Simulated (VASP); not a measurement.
**A VASP 6.6.1 single-point calculation on HfO$_{2}$**

INCAR

```
ADDGRID = .TRUE.
NELM = 120
LCHARG = .FALSE.
ISMEAR = 0
ISIF = 2
LREAL = .TRUE.
EDIFF = 1E-7
SIGMA = 0.01
NBANDS = 18
IBRION = -1
PREC = Medium
NSW = 0
ALGO = Normal
ENCUT = 520
LASPH = .TRUE.
LWAVE = .FALSE.
METAGGA = R2SCAN
```

KPOINTS

```
KPOINTS created by Atomic Simulation Environment
0
Gamma
8 8 8
0 0 0
```

POSCAR

```
Hf O
 1.0000000000000000
     0.0000000000000000    2.4533068497000001    2.4533068497000001
     2.4533068497000001    0.0000000000000000    2.4533068497000001
     2.4533068497000001    2.4533068497000001    0.0000000000000000
 Hf  O
   1   2
Cartesian
  0.0000000000000000  0.0000000000000000  0.0000000000000000
  1.2266534248500001  1.2266534248500001  1.2266534248500001
  3.6799602745500000  3.6799602745500000  3.6799602745500000
```

The recommended PBE PAW datasets give the neutral cell 22 valence electrons.

Command

```
mpirun -np 1 vasp_std
```

Problem. Predict the outcome of this run.

Solution. It converged. Results: gap between bands v and c on the k mesh 4.57 eV; least direct gap on the k mesh 4.57 eV; pressure 34.7 GPa. Band v is the last that the valence electrons fill when counted band by band, and c is the next.

OSZICAR

```
N       E                     dE             d eps       ncg     rms          rms(c)
DAV:   1     0.551375146279E+02    0.55138E+02   -0.12981E+04  1044   0.125E+03
DAV:   2    -0.759413872070E+02   -0.13108E+03   -0.12842E+03  1360   0.308E+02
DAV:   3    -0.800157303309E+02   -0.40743E+01   -0.40601E+01  1190   0.479E+01
DAV:   4    -0.800380378177E+02   -0.22307E-01   -0.22302E-01  1286   0.397E+00
DAV:   5    -0.800381922341E+02   -0.15442E-03   -0.15440E-03  1210   0.300E-01    0.634E+01
DAV:   6    -0.680056364631E+02    0.12033E+02   -0.11492E+01  1076   0.288E+01    0.457E+01
DAV:   7    -0.682119315232E+02   -0.20630E+00   -0.21600E+00  1264   0.109E+01    0.269E+01
DAV:   8    -0.682895136153E+02   -0.77582E-01   -0.11942E+00  1082   0.809E+00    0.144E+01
DAV:   9    -0.681890706920E+02    0.10044E+00   -0.56131E-01  1106   0.523E+00    0.203E+00
DAV:  10    -0.681878498640E+02    0.12208E-02   -0.32098E-02  1192   0.112E+00    0.920E-01
DAV:  11    -0.681879553426E+02   -0.10548E-03   -0.16765E-03  1150   0.293E-01    0.242E-01
DAV:  12    -0.681879366284E+02    0.18714E-04   -0.55595E-05  1146   0.613E-02    0.951E-02
DAV:  13    -0.681879369650E+02   -0.33665E-06   -0.44356E-06  1116   0.171E-02    0.190E-02
DAV:  14    -0.681879377560E+02   -0.79092E-06   -0.10769E-06  1260   0.648E-03    0.347E-03
DAV:  15    -0.681879376014E+02    0.15459E-06   -0.19878E-08   640   0.113E-03    0.290E-03
DAV:  16    -0.681879375540E+02    0.47365E-07   -0.21860E-09   592   0.454E-04
   1 F= -.68187938E+02 E0= -.68187938E+02  d E =-.466493E-26
```

Standard output (part)

```
POSCAR found type information on POSCAR HfO
 POSCAR found :  2 types and       3 ions
|     You have a (more or less) 'small supercell' and for smaller cells       |
|     it is recommended to use the reciprocal-space projection scheme!        |
|     The real-space optimization is not efficient for small cells and it     |
|     is also less accurate ...                                               |
|     Therefore, set LREAL=.FALSE. in the INCAR file.                         |
|     The real-space projection scheme for the treatment of the non-local     |
|     real-space optimization of all non-local projectors! BE WARNED that     |
|     a calculation using the real-space projection scheme together with      |
|     non-local projectors which were not real-space optimized (according     |
|     to the plane-wave cutoff used in this calculation) might give more      |
|     or less inaccurate results. I hope you know what you are doing.         |
 LDA part: xc-table for (None), standard interpolation
 POSCAR, INCAR and KPOINTS ok, starting setup
 WAVECAR not read
 entering main loop
```

These settings aren't sound, so the numbers aren't properties of the crystal.

On sound settings r²SCAN gives a gap of 4.58 eV on its mesh and a pressure of 25.1 GPa for the intended cell.
